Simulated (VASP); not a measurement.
MoSe2:

```
CELL_PARAMETERS angstrom
3.27866 0.00000 0.00000
-1.63933 2.83941 0.00000
0.00000 0.00000 12.72501
ATOMIC_POSITIONS crystal
Mo 0.33333 0.66667 0.25000
Mo 0.66667 0.33333 0.75000
Se 0.33333 0.66667 0.61833
Se 0.66667 0.33333 0.11833
Se 0.33333 0.66667 0.88167
Se 0.66667 0.33333 0.38167
```

Base run:

```yaml
Program: VASP 6.6.1
Functional: PBE
Potentials_or_basis: VASP PAW PBE potentials, release 64 (Mo_sv, Se)
Cutoff: 520 eV
k_mesh: 9 × 9 × 2
Occupations: gaussian, width 0.03 eV
Spin: no spin polarisation
```

Its results: band gap on the k mesh 0.84 eV, indirect (least direct gap 1.46 eV).

Task: The run is repeated on the same cell with these changes: k mesh from 9 × 9 × 2 to 12 × 12 × 3; further incar settings from ALGO = Normal; EDIFF = 1e-06; NBANDS = 35 to ALGO = Normal; EDIFF = 1e-08. What comes out?

Result: Band gap on the k mesh 0.76 eV, indirect (least direct gap 1.46 eV).

Caveats: the mesh misses the band edges, which the band path finds closer together (some runs); an odd mesh through Γ misses points on the zone boundary, where band edges often lie (some runs).
